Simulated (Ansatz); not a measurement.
Input and output of a band-structure calculation on a 5-atom cell of BaZrO₃ built on tetragonal BaTiO3 (relaxed group Pm-3m) (Ansatz, PBE). Cell and atoms come from a relaxation with r2SCAN.

The input:
```yaml
crystal:
  lattice:
    - [4.2053390482, 0.0, 0.0]
    - [0.0, 4.2053390482, 0.0]
    - [0.0, 0.0, 4.2053800592]
  atoms:
    - { symbol: Ba, position: [0.5, 0.5, 0.5720279748] }
    - { symbol: Zr, position: [0.0, 0.0, 0.0719925218] }
    - { symbol: O, position: [0.0, 0.5, 0.0719943115] }
    - { symbol: O, position: [0.5, 0.0, 0.0719943115] }
    - { symbol: O, position: [0.0, 0.0, 0.5719878704] }
kpoints:
  mp_grid: { grid: [6, 6, 6] }
  band_path:
    path:
      - [[0.0, 0.0, 0.0], [-1.309449443489e-50, 0.4999983746509, -2.26515646942e-67], [0.4999983746509, 0.4999983746509, -1.64871514187e-33], [0.0, 0.0, 0.0], [0.4999983746509, 0.4999983746509, 0.5000032506983], [-1.309449443489e-50, 0.4999983746509, -2.26515646942e-67]]
      - [[0.4999983746509, 0.4999983746509, 0.5000032506983], [0.4999983746509, 0.4999983746509, -1.64871514187e-33]]
    npoints: 10
hamiltonian:
  xc: pbe
scf:
  occupations: { method: fermi_dirac, width: 0.02 }
  n_extra_bands: 5
output:
  forces: true
  stress: true
  eigenvalues: true
  write_density: true
  write_potential: true
  elf: true
  volumetric_format: npy
```

Run as `ansatz run input.yaml --threads 2 --pin off --max-ram 29491MiB --backend cpu --events-out ev --progress --plain --runs-dir out`. It took 4.7 s on 2 threads of AMD EPYC 7R13 Processor (Zen 3), with other jobs on the host, load about 0.8 per core; peak host memory 0.51 GiB.

Q: Predict the output.

A: Output, abridged:
```
Functional definition: PBE
Crystal: 5 atoms, lattice volume = 74.372 Å³
Basis set: ecut = 420 eV, 1419 PW (Γ)
Bands: 25, of which v1, the nominal top of the filled ones, is band 20 counted from 1 (19 counted from 0)
Symmetry: 8 space group operations
Space group: P4mm (ITA 99)
k-points: 40 of 216 (time reversal used)
NSCF: frozen V_eff on 62 k-points
SCF converged after 6 iterations
Free energy (F): -11844.685613 eV
Fermi energy:    11.316796 eV
--- Stress (GPa, compression-positive) ---
        2.410149       0.000000       0.000000
        0.000000       2.410149       0.000000
        0.000000       0.000000       2.408267
  P = ⅓ Tr σ = 2.4095 GPa (24.095 kbar)
--- Band table (eV; the first three rows and the last of 40) ---
  k-point 0: bands = […, 8.7160, 8.7161, 8.7161, 9.4919, 9.4919, 9.4919, 12.9162, 12.9162, 12.9163, 14.4348, …]
  k-point 1: bands = […, 8.4826, 8.4826, 8.5381, 8.8574, 9.4049, 9.4049, 12.9962, 13.5039, 13.5039, 14.8425, …]
  k-point 2: bands = […, 8.1256, 8.1256, 8.1817, 8.2263, 9.2964, 9.2964, 13.1747, 14.6836, 14.6836, 15.6963, …]
  k-point 39: bands = […, 7.2118, 7.2120, 7.2120, 9.6994, 9.6995, 9.6995, 15.7287, 15.7287, 15.7287, 16.6124, …]
```
Only the leading digits can be foreseen; the rest is this run's record.

The rows of the band table are 0: (0, 0, 0) = Γ, 1: (0, 0, 1/6), 2: (0, 0, 1/3), 39: (-1/2, -1/2, -1/2) = R.

Levels along the path, in eV from the valence top (v1 is the last filled band, c1 the first empty one):
```tsv
point	distance (1/Å)	v1	c1
Γ	0.00	-0.21	3.22
·	0.15	-0.24	3.25
·	0.30	-0.32	3.33
·	0.45	-0.39	3.44
·	0.60	-0.43	3.54
X	0.75	-0.44	3.58
·	0.90	-0.50	3.78
·	1.05	-0.62	4.30
·	1.20	-0.29	4.93
·	1.34	-0.10	5.45
M	1.49	-0.05	5.65
·	1.71	-0.15	5.43
·	1.92	-0.39	4.83
·	2.13	-0.47	4.06
·	2.34	-0.29	3.45
Γ	2.55	-0.21	3.22
·	2.81	-0.46	3.64
·	3.07	-0.67	4.50
·	3.33	-0.37	5.45
·	3.59	-0.10	5.97
R	3.84	0.00	6.03
·	4.06	-0.06	5.99
·	4.27	-0.26	5.59
·	4.48	-0.63	4.80
·	4.69	-0.71	3.96
X	4.90	-0.44	3.58
R	4.90	0.00	6.03
·	4.98	0.00	6.04
·	5.13	-0.01	6.09
·	5.27	-0.02	5.97
·	5.42	-0.04	5.79
·	5.57	-0.05	5.66
M	5.65	-0.05	5.65
```

Planar averages along the third cell vector, from rho_z.tsv and v_z.tsv (valence density with its augmentation; electrostatic potential energy of an electron, of which only differences have a meaning):
```tsv
z (Å)	ρ (e/Å³)	v_es (eV)
0.00	0.978	0.30
0.14	1.173	-1.78
0.42	1.214	-2.21
0.56	1.050	-0.46
0.70	0.807	2.16
0.84	0.558	5.26
1.12	0.247	9.61
1.26	0.193	10.15
1.40	0.191	10.00
1.54	0.227	9.25
1.82	0.375	6.49
1.96	0.470	4.66
2.10	0.567	3.09
2.24	0.641	1.95
2.52	0.656	1.71
2.66	0.594	2.67
2.80	0.502	4.12
2.94	0.404	5.90
3.22	0.246	8.94
3.36	0.199	9.80
3.50	0.187	10.18
3.64	0.223	9.86
3.93	0.489	6.26
4.07	0.724	3.11
```

PBE gives an indirect gap of 3.22 eV, from R to Γ; the least direct gap is 3.42 eV at Γ. The gap is the least over the mesh and the extra points. At this geometry PBE finds +2.41 GPa, compression counted positive: its own equilibrium volume is larger.

Calculated for a static, non-magnetic cell.

The runs are scalar-relativistic, without spin-orbit coupling.
